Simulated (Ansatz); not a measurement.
# Au(100) / 1 layer Al(100) / Au(100): resistance against film thickness, part 2 of 2

Aim: what a thin film of another metal adds to the resistance, first Au(100) / 1 layer Al(100) / Au(100).

Ansatz 0.2.0; Ansatz plane-wave DFT, PBE, PAW files; ballistic transport by layer matching (Landauer), zero bias.

So far, lead conductance per cell (G₀): step 2 (with 1 layer) 0.948.

## Step 3: With 3 layers, film layers 3

The stack now holds 3 film layers; the k-mesh follows the cell, and the energies span -0.27 to 0.27 eV.

System of this step: Au(100) / 3 layers Al(100) / Au(100). The cell holds 11 atoms: 8 Au and 3 Al. Its edges and angles: a = 2.884 Å, b = 2.884 Å, c = 22.388 Å, α = 86.3°, β = 86.3°, γ = 90.0°. It derives from Au and Al. Regions: lead, 8 atoms (8 Au); films, 3 atoms (3 Al). The structure is stacked along c, and the current runs across the ab planes.

input.yaml reads:

```yaml
crystal:
  lattice:
    - [2.8837582304, 0.0, 0.0]
    - [0.0, 2.8837582304, 0.0]
    - [1.4418791152, 1.4418791152, 22.295124193]
  atoms:
    - { symbol: Au, position: [0.9771348549, 0.9771348549, 0.0457302902] }
    - { symbol: Au, position: [0.4314045647, 0.4314045647, 0.1371908707] }
    - { symbol: Au, position: [0.8856742744, 0.8856742744, 0.2286514511] }
    - { symbol: Au, position: [0.3399439842, 0.3399439842, 0.3201120316] }
    - { symbol: Al, position: [0.7947192261, 0.7947192261, 0.4105615479] }
    - { symbol: Al, position: [0.25, 0.25, 0.5] }
    - { symbol: Al, position: [0.7052807739, 0.7052807739, 0.5894384521] }
    - { symbol: Au, position: [0.1600560158, 0.1600560158, 0.6798879684] }
    - { symbol: Au, position: [0.6143257256, 0.6143257256, 0.7713485489] }
    - { symbol: Au, position: [0.0685954353, 0.0685954353, 0.8628091293] }
    - { symbol: Au, position: [0.5228651451, 0.5228651451, 0.9542697098] }
kpoints:
  mp_grid: { grid: [13, 13, 2] }
hamiltonian:
  xc: pbe
scf:
  occupations: { method: fermi_dirac, width: 0.1 }
output:
  transmission:
    leads: [[0, 1]]
    kmesh: [26, 26]
    e_range: [-0.27, 0.27]
    de: 0.036
  write_potential: true
  write_density: true
  volumetric_format: npy
```

Launch:

```bash
$ ansatz run input.yaml --threads 4 --pin off --max-ram 8192MiB --backend cpu --events-out ev --progress --plain --runs-dir out
```

Numbers of over 12 decimals in the logs are rounded to 6 here.

Log:

```text
[...]
Crystal: 11 atoms, lattice volume = 185.408 Å³
Basis set: ecut = 420 eV, 3599 PW (Γ)
Bands: 97, of which v1, the nominal top of the filled ones, is band 81 counted from 1 (80 counted from 0)
Symmetry: 4 space group operations
k-points: 98 of 338
[...]
--- Transmission ---
  basis      : 69 plane waves across, 32 finite elements along
  points     : 183, standing for a mesh of 26 x 26
[...]
filled         : 23.9 meV over the level at which it is neutral
    channels       : 9.423077e-1 a spin
[...]
slowest decay  : 0.0311 /Å at (0.4615, 0.4231)
  junction   : crystal 0 to crystal 0, 0.70 to 20.95 Å
    transmission   : 6.045691e-1 a spin
[...]
resistance     : 6.2307e-4 Ω µm² beyond half of each lead's own
[key lines of the parts left out:]
SCF converged after 9 iterations
Free energy (F): -106807.529284 eV
Fermi energy:    17.452856 eV
```

It took 1.7 min on 4 threads of Arm Neoverse V2, shared host; peak memory 1.4 GiB.

This step gave:

| Property | Result |
| --- | --- |
| free energy | -106807.5293 eV |
| energy at zero smearing | -106807.4675 eV |
| Fermi energy | 17.45 eV |
| step of the lead's potential | 5.5 meV |
| ballistic conductance of the lead | 8.82e14 S/m² |
| estimated errors of the lead's conductance | 0, 5, 0.4 % (band edges, k-mesh, distance from neutral) |
| lead conductance per cell | 0.9465 G₀ |
| conductance of the junction | 5.69e14 S/m² |
| junction conductance per cell | 0.6109 G₀ |
| estimated errors of the junction's conductance | 0, 0, 7.4, 1.3, 0.1 % (energy step, band edges, k-mesh, leads' steps, distance from neutral) |
| area resistance that the stack adds (contact term taken off, spin by spin) | 0.6231 fΩ m² |

Per spin. The transmission, zone mean by energy, zero at the Fermi level:

| energy (eV) | transmission, zone mean |
| --- | --- |
| -0.270 | 0.599 |
| -0.234 | 0.607 |
| -0.198 | 0.617 |
| -0.162 | 0.621 |
| -0.126 | 0.608 |
| -0.090 | 0.609 |
| -0.054 | 0.612 |
| -0.018 | 0.616 |
| 0.018 | 0.605 |
| 0.054 | 0.604 |
| 0.090 | 0.622 |
| 0.126 | 0.633 |
| 0.162 | 0.631 |
| 0.198 | 0.645 |
| 0.234 | 0.641 |
| 0.270 | 0.640 |

The conductance of the junction is 5.7e14 S/m², 17 % under the 6.9e14 S/m² of the last finished run.

## Step 4: With 5 layers, k-mesh 13×13×1, film layers 5

The stack now holds 5 film layers; the k-mesh follows the cell, and the energies span -0.27 to 0.27 eV.

System of this step: Au(100) / 5 layers Al(100) / Au(100). The cell holds 13 atoms: 8 Au and 5 Al. Its edges and angles: a = 2.884 Å, b = 2.884 Å, c = 26.362 Å, α = 86.9°, β = 86.9°, γ = 90.0°. It derives from Au and Al. Regions: lead, 8 atoms (8 Au); films, 5 atoms (5 Al). The structure is stacked along c, and the current runs across the ab planes.

input.yaml reads:

```yaml
crystal:
  lattice:
    - [2.8837582304, 0.0, 0.0]
    - [0.0, 2.8837582304, 0.0]
    - [1.4418791152, 1.4418791152, 26.2832069884]
  atoms:
    - { symbol: Au, position: [0.980604298, 0.980604298, 0.038791404] }
    - { symbol: Au, position: [0.441812894, 0.441812894, 0.1163742119] }
    - { symbol: Au, position: [0.9030214901, 0.9030214901, 0.1939570199] }
    - { symbol: Au, position: [0.3642300861, 0.3642300861, 0.2715398278] }
    - { symbol: Al, position: [0.8258675073, 0.8258675073, 0.3482649854] }
    - { symbol: Al, position: [0.2879337536, 0.2879337536, 0.4241324927] }
    - { symbol: Al, position: [0.75, 0.75, 0.5] }
    - { symbol: Al, position: [0.2120662464, 0.2120662464, 0.5758675073] }
    - { symbol: Al, position: [0.6741324927, 0.6741324927, 0.6517350146] }
    - { symbol: Au, position: [0.1357699139, 0.1357699139, 0.7284601722] }
    - { symbol: Au, position: [0.5969785099, 0.5969785099, 0.8060429801] }
    - { symbol: Au, position: [0.058187106, 0.058187106, 0.8836257881] }
    - { symbol: Au, position: [0.519395702, 0.519395702, 0.961208596] }
kpoints:
  mp_grid: { grid: [13, 13, 1] }
hamiltonian:
  xc: pbe
scf:
  occupations: { method: fermi_dirac, width: 0.1 }
output:
  transmission:
    leads: [[0, 1]]
    kmesh: [26, 26]
    e_range: [-0.27, 0.27]
    de: 0.036
  write_potential: true
  write_density: true
  volumetric_format: npy
```

Log:

```text
[...]
Crystal: 13 atoms, lattice volume = 218.573 Å³
Basis set: ecut = 420 eV, 4251 PW (Γ)
Bands: 101, of which v1, the nominal top of the filled ones, is band 84 counted from 1 (83 counted from 0)
Symmetry: 4 space group operations
k-points: 49 of 169
[...]
--- Transmission ---
  basis      : 69 plane waves across, 37 finite elements along
  points     : 183, standing for a mesh of 26 x 26
[...]
filled         : 40.6 meV over the level at which it is neutral
    channels       : 9.541420e-1 a spin
[...]
slowest decay  : 0.0187 /Å at (0.4615, 0.4231)
  junction   : crystal 0 to crystal 0, 0.70 to 24.94 Å
    transmission   : 5.246247e-1 a spin
[...]
resistance     : 9.3647e-4 Ω µm² beyond half of each lead's own
[key lines of the parts left out:]
SCF converged after 9 iterations
Free energy (F): -107882.528144 eV
Fermi energy:    16.029674 eV
```

Wall time 1.7 min (4 threads); peak memory 1.1 GiB; 6.4 min of CPU time.

This step gave:

```yaml
free_energy: -107882.5281 eV
energy_at_zero_smearing: -107882.4563 eV
fermi_energy: 16.03 eV
step_of_the_lead_s_potential: 9.3 meV
ballistic_conductance_of_the_lead: 8.85e14 S/m²
estimated_errors_of_the_lead_s_conductance: 0, 4.9, 0.7 % (band edges, k-mesh, distance from neutral)
lead_conductance_per_cell: 0.9496 G₀
conductance_of_the_junction: 4.84e14 S/m²
junction_conductance_per_cell: 0.5193 G₀
estimated_errors_of_the_junction_s_conductance: 0.1, 0, 8.3, 3.7, 1.3 % (energy step, band edges, k-mesh, leads' steps, distance from neutral)
area_resistance_that_the_stack_adds_contact_term_taken_off_spin_by_spin: 0.9365 fΩ m²
```

Per spin. Table of transmission, zone mean by energy, zero at the Fermi level:

| energy (eV) | transmission, zone mean |
| --- | --- |
| -0.270 | 0.502 |
| -0.234 | 0.518 |
| -0.198 | 0.526 |
| -0.162 | 0.524 |
| -0.126 | 0.507 |
| -0.090 | 0.509 |
| -0.054 | 0.511 |
| -0.018 | 0.512 |
| 0.018 | 0.525 |
| 0.054 | 0.532 |
| 0.090 | 0.525 |
| 0.126 | 0.531 |
| 0.162 | 0.545 |
| 0.198 | 0.541 |
| 0.234 | 0.544 |
| 0.270 | 0.560 |

The conductance of the junction is 4.8e14 S/m², 15 % under the 5.7e14 S/m² of the last finished run, no more than the error estimates, leads' steps apart, of 7.4 and 8.3 % together.

## Step 5: With 7 layers, k-mesh 13×13×1, film layers 7

The stack now holds 7 film layers; the k-mesh follows the cell, and the energies span -0.27 to 0.27 eV.

System of this step: Au(100) / 7 layers Al(100) / Au(100). The cell holds 15 atoms: 8 Au and 7 Al. Cell: a = 2.884 Å, b = 2.884 Å, c = 30.340 Å, α = 87.3°, β = 87.3°, γ = 90.0°. It derives from Au and Al. Regions: lead, 8 atoms (8 Au); films, 7 atoms (7 Al). The structure is stacked along c, and the current runs across the ab planes.

input.yaml reads:

```yaml
crystal:
  lattice:
    - [2.8837582304, 0.0, 0.0]
    - [0.0, 2.8837582304, 0.0]
    - [1.4418791152, 1.4418791152, 30.2712897837]
  atoms:
    - { symbol: Au, position: [0.9831595795, 0.9831595795, 0.0336808411] }
    - { symbol: Au, position: [0.4494787384, 0.4494787384, 0.1010425232] }
    - { symbol: Au, position: [0.9157978973, 0.9157978973, 0.1684042053] }
    - { symbol: Au, position: [0.3821170563, 0.3821170563, 0.2357658874] }
    - { symbol: Al, position: [0.8488085449, 0.8488085449, 0.3023829102] }
    - { symbol: Al, position: [0.3158723633, 0.3158723633, 0.3682552734] }
    - { symbol: Al, position: [0.7829361816, 0.7829361816, 0.4341276367] }
    - { symbol: Al, position: [0.25, 0.25, 0.5] }
    - { symbol: Al, position: [0.7170638184, 0.7170638184, 0.5658723633] }
    - { symbol: Al, position: [0.1841276367, 0.1841276367, 0.6317447266] }
    - { symbol: Al, position: [0.6511914551, 0.6511914551, 0.6976170898] }
    - { symbol: Au, position: [0.1178829437, 0.1178829437, 0.7642341126] }
    - { symbol: Au, position: [0.5842021027, 0.5842021027, 0.8315957947] }
    - { symbol: Au, position: [0.0505212616, 0.0505212616, 0.8989574768] }
    - { symbol: Au, position: [0.5168404205, 0.5168404205, 0.9663191589] }
kpoints:
  mp_grid: { grid: [13, 13, 1] }
hamiltonian:
  xc: pbe
scf:
  occupations: { method: fermi_dirac, width: 0.1 }
output:
  transmission:
    leads: [[0, 1]]
    kmesh: [26, 26]
    e_range: [-0.27, 0.27]
    de: 0.036
  write_potential: true
  write_density: true
  volumetric_format: npy
```

Log:

```text
[...]
Crystal: 15 atoms, lattice volume = 251.738 Å³
Basis set: ecut = 420 eV, 4905 PW (Γ)
Bands: 104, of which v1, the nominal top of the filled ones, is band 87 counted from 1 (86 counted from 0)
Symmetry: 4 space group operations
k-points: 49 of 169
[...]
--- Transmission ---
  basis      : 69 plane waves across, 42 finite elements along
  points     : 183, standing for a mesh of 26 x 26
[...]
filled         : 32.0 meV over the level at which it is neutral
    channels       : 9.423077e-1 a spin
[...]
slowest decay  : 0.0223 /Å at (0.5000, 0.2308)
  junction   : crystal 0 to crystal 0, 0.70 to 28.93 Å
    transmission   : 5.235349e-1 a spin
[...]
resistance     : 9.5437e-4 Ω µm² beyond half of each lead's own
[key lines of the parts left out:]
SCF converged after 10 iterations
Free energy (F): -108957.562886 eV
Fermi energy:    14.945920 eV
```

The job ended after 1.9 min (4 threads; peak memory 1.3 GiB).

This step gave:

```yaml
free_energy: -108957.5629 eV
energy_at_zero_smearing: -108957.4797 eV
fermi_energy: 14.95 eV
step_of_the_lead_s_potential: 8.1 meV
ballistic_conductance_of_the_lead: 8.83e14 S/m²
estimated_errors_of_the_lead_s_conductance: 0, 5, 0.5 % (band edges, k-mesh, distance from neutral)
lead_conductance_per_cell: 0.9479 G₀
conductance_of_the_junction: 4.79e14 S/m²
junction_conductance_per_cell: 0.5144 G₀
estimated_errors_of_the_junction_s_conductance: 0.1, 0, 8.6, 3.5, 2.1 % (energy step, band edges, k-mesh, leads' steps, distance from neutral)
area_resistance_that_the_stack_adds_contact_term_taken_off_spin_by_spin: 0.9544 fΩ m²
```

Per spin. The transmission, zone mean by energy, zero at the Fermi level:

| energy (eV) | transmission, zone mean |
| --- | --- |
| -0.270 | 0.460 |
| -0.234 | 0.459 |
| -0.198 | 0.465 |
| -0.162 | 0.475 |
| -0.126 | 0.475 |
| -0.090 | 0.484 |
| -0.054 | 0.495 |
| -0.018 | 0.511 |
| 0.018 | 0.524 |
| 0.054 | 0.547 |
| 0.090 | 0.533 |
| 0.126 | 0.536 |
| 0.162 | 0.559 |
| 0.198 | 0.551 |
| 0.234 | 0.537 |
| 0.270 | 0.519 |

The conductance of the junction is 4.8e14 S/m², 0.95 % under the 4.8e14 S/m² of the last finished run, within the error estimates, leads' steps apart, of 8.3 and 8.6 %.

## Step 6: With 9 layers, k-mesh 13×13×1, film layers 9

The stack now holds 9 film layers; the k-mesh follows the cell, and the energies span -0.27 to 0.27 eV.

System of this step: Au(100) / 9 layers Al(100) / Au(100). The cell holds 17 atoms: 8 Au and 9 Al. Its edges and angles: a = 2.884 Å, b = 2.884 Å, c = 34.320 Å, α = 87.6°, β = 87.6°, γ = 90.0°. It derives from Au and Al. Regions: lead, 8 atoms (8 Au); films, 9 atoms (9 Al). The structure is stacked along c, and the current runs across the ab planes.

input.yaml reads:

```yaml
crystal:
  lattice:
    - [2.8837582304, 0.0, 0.0]
    - [0.0, 2.8837582304, 0.0]
    - [1.4418791152, 1.4418791152, 34.259372579]
  atoms:
    - { symbol: Au, position: [0.9851199479, 0.9851199479, 0.0297601043] }
    - { symbol: Au, position: [0.4553598436, 0.4553598436, 0.0892803128] }
    - { symbol: Au, position: [0.9255997393, 0.9255997393, 0.1488005213] }
    - { symbol: Au, position: [0.3958396351, 0.3958396351, 0.2083207299] }
    - { symbol: Al, position: [0.8664085182, 0.8664085182, 0.2671829637] }
    - { symbol: Al, position: [0.3373063886, 0.3373063886, 0.3253872227] }
    - { symbol: Al, position: [0.8082042591, 0.8082042591, 0.3835914818] }
    - { symbol: Al, position: [0.2791021295, 0.2791021295, 0.4417957409] }
    - { symbol: Al, position: [0.75, 0.75, 0.5] }
    - { symbol: Al, position: [0.2208978705, 0.2208978705, 0.5582042591] }
    - { symbol: Al, position: [0.6917957409, 0.6917957409, 0.6164085182] }
    - { symbol: Al, position: [0.1626936114, 0.1626936114, 0.6746127773] }
    - { symbol: Al, position: [0.6335914818, 0.6335914818, 0.7328170363] }
    - { symbol: Au, position: [0.1041603649, 0.1041603649, 0.7916792701] }
    - { symbol: Au, position: [0.5744002607, 0.5744002607, 0.8511994787] }
    - { symbol: Au, position: [0.0446401564, 0.0446401564, 0.9107196872] }
    - { symbol: Au, position: [0.5148800521, 0.5148800521, 0.9702398957] }
kpoints:
  mp_grid: { grid: [13, 13, 1] }
hamiltonian:
  xc: pbe
scf:
  occupations: { method: fermi_dirac, width: 0.1 }
output:
  transmission:
    leads: [[0, 1]]
    kmesh: [26, 26]
    e_range: [-0.27, 0.27]
    de: 0.036
  write_potential: true
  write_density: true
  volumetric_format: npy
```

Log:

```text
[...]
Crystal: 17 atoms, lattice volume = 284.903 Å³
Basis set: ecut = 420 eV, 5567 PW (Γ)
Bands: 108, of which v1, the nominal top of the filled ones, is band 90 counted from 1 (89 counted from 0)
Symmetry: 4 space group operations
k-points: 49 of 169
[...]
--- Transmission ---
  basis      : 69 plane waves across, 47 finite elements along
  points     : 183, standing for a mesh of 26 x 26
[...]
filled         : 27.2 meV over the level at which it is neutral
    channels       : 9.423077e-1 a spin
[...]
slowest decay  : 0.0294 /Å at (-0.4615, 0.4231)
  junction   : crystal 0 to crystal 0, 0.70 to 32.92 Å
    transmission   : 5.121082e-1 a spin
[...]
resistance     : 9.4803e-4 Ω µm² beyond half of each lead's own
[key lines of the parts left out:]
SCF converged after 10 iterations
Free energy (F): -110032.585972 eV
Fermi energy:    14.117105 eV
```

Wall time 2.2 min (4 threads); peak memory 1.4 GiB; 8.2 min of CPU time.

Numbers from this step:

```yaml
free_energy: -110032.5860 eV
energy_at_zero_smearing: -110032.4911 eV
fermi_energy: 14.12 eV
step_of_the_lead_s_potential: 7.6 meV
ballistic_conductance_of_the_lead: 8.82e14 S/m²
estimated_errors_of_the_lead_s_conductance: 0, 5, 0.4 % (band edges, k-mesh, distance from neutral)
lead_conductance_per_cell: 0.9471 G₀
conductance_of_the_junction: 4.80e14 S/m²
junction_conductance_per_cell: 0.5157 G₀
estimated_errors_of_the_junction_s_conductance: 0.1, 0, 10, 4.8, 1.2 % (energy step, band edges, k-mesh, leads' steps, distance from neutral)
area_resistance_that_the_stack_adds_contact_term_taken_off_spin_by_spin: 0.9480 fΩ m²
```

Per spin. Table of transmission, zone mean by energy, zero at the Fermi level:

| energy (eV) | transmission, zone mean |
| --- | --- |
| -0.270 | 0.425 |
| -0.234 | 0.437 |
| -0.198 | 0.442 |
| -0.162 | 0.452 |
| -0.126 | 0.470 |
| -0.090 | 0.499 |
| -0.054 | 0.511 |
| -0.018 | 0.505 |
| 0.018 | 0.512 |
| 0.054 | 0.533 |
| 0.090 | 0.563 |
| 0.126 | 0.577 |
| 0.162 | 0.564 |
| 0.198 | 0.559 |
| 0.234 | 0.530 |
| 0.270 | 0.513 |

The conductance of the junction is 4.8e14 S/m², 0.26 % over the 4.8e14 S/m² of the last finished run, within the error estimates, leads' steps apart, of 8.6 and 10 %.

## Step 7: The ladder

Times are for 4 threads of Arm Neoverse V2, shared host. Results by setting:

| no. | film layers | area resistance that the stack adds (contact term taken off, spin by spin) (fΩ m²) | conductance of the junction (S/m²) | time | memory (GiB) |
| --- | --- | --- | --- | --- | --- |
| 1 | 1 | 0.3256 | 6.86e14 | 3.2 min | 1.1 |
| 2 | 3 | 0.6231 | 5.69e14 | 1.7 min | 1.4 |
| 3 | 5 | 0.9365 | 4.84e14 | 1.7 min | 1.1 |
| 4 | 7 | 0.9544 | 4.79e14 | 1.9 min | 1.3 |
| 5 | 9 | 0.9480 | 4.80e14 | 2.2 min | 1.4 |

## Step 8: With 3 layers

The same run once more with an input made wrong on purpose.

This step: Ansatz plane-wave DFT, PBE, PAW files; ballistic transport by layer matching (Landauer), zero bias; changed: output.transmission.kpoints = [[0, 0]], output.transmission.kmesh = [4, 4], scf.max_iter = 80 (Ansatz 0.2.0).

System of this step: Au(100) / 3 layers Al(100) / Au(100). The cell holds 11 atoms: 8 Au and 3 Al. Cell: a = 2.884 Å, b = 2.884 Å, c = 22.388 Å, α = 86.3°, β = 86.3°, γ = 90.0°. It derives from Au and Al. Regions: lead, 8 atoms (8 Au); films, 3 atoms (3 Al). The structure is stacked along c, and the current runs across the ab planes.

input.yaml reads:

```yaml
crystal:
  lattice:
    - [2.8837582304, 0.0, 0.0]
    - [0.0, 2.8837582304, 0.0]
    - [1.4418791152, 1.4418791152, 22.295124193]
  atoms:
    - { symbol: Au, position: [0.9771348549, 0.9771348549, 0.0457302902] }
    - { symbol: Au, position: [0.4314045647, 0.4314045647, 0.1371908707] }
    - { symbol: Au, position: [0.8856742744, 0.8856742744, 0.2286514511] }
    - { symbol: Au, position: [0.3399439842, 0.3399439842, 0.3201120316] }
    - { symbol: Al, position: [0.7947192261, 0.7947192261, 0.4105615479] }
    - { symbol: Al, position: [0.25, 0.25, 0.5] }
    - { symbol: Al, position: [0.7052807739, 0.7052807739, 0.5894384521] }
    - { symbol: Au, position: [0.1600560158, 0.1600560158, 0.6798879684] }
    - { symbol: Au, position: [0.6143257256, 0.6143257256, 0.7713485489] }
    - { symbol: Au, position: [0.0685954353, 0.0685954353, 0.8628091293] }
    - { symbol: Au, position: [0.5228651451, 0.5228651451, 0.9542697098] }
kpoints:
  mp_grid: { grid: [13, 13, 2] }
hamiltonian:
  xc: pbe
scf:
  occupations: { method: fermi_dirac, width: 0.1 }
  max_iter: 80
output:
  transmission:
    leads: [[0, 1]]
    kmesh: [4, 4]
    e_range: [-0.27, 0.27]
    de: 0.036
    kpoints: [[0, 0]]
  write_potential: true
  write_density: true
  volumetric_format: npy
```

Log:

```text
Error: inconsistent input (output.transmission.kmesh, output.transmission.kpoints): both name the wavevectors across the current: give one
```

The job ended after 0.05 s (4 threads; peak memory 0.071 GiB).

The program refused the input before any cycle.

The program's message: “Error: inconsistent input (output.transmission.kmesh, output.transmission.kpoints): both name the wavevectors across the current: give one”

The change that led to it: output.transmission.kpoints = [[0, 0]] and output.transmission.kmesh = [4, 4].

## Step 9: Results

```
area resistance, 1 layer  : 0.326 fΩ m²
area resistance, 3 layers : 0.623 fΩ m²
area resistance, 5 layers : 0.936 fΩ m²
area resistance, 7 layers : 0.954 fΩ m²
area resistance, 9 layers : 0.948 fΩ m²
```

In words: The stack adds 0.33 fΩ m² with 1 layer and 0.95 fΩ m² with 9. From 3 to 9 layers it grows by 52 %, though no single step exceeds the two runs' error estimates together; nothing scatters inside a perfect film, so this is no ohmic growth. Atoms sit on ideal sites and aren't relaxed. Spin-orbit coupling is left out, which matters for Au. The program's error estimates for the conductances, leads' steps apart, run from 6.3 to 10 %. Al(100) is stretched by 0.75 % in plane to fit Au(100).

[Logs are printed without paths, hosts, clocks, repeated set-up lines and the standing remarks that a program may print on its own settings, such as how far it seeks lower states.]

[Hosts, paths, dates, database ids (printed as entryN), source tags and the programs' standing remarks are cut or masked in the printed files.]
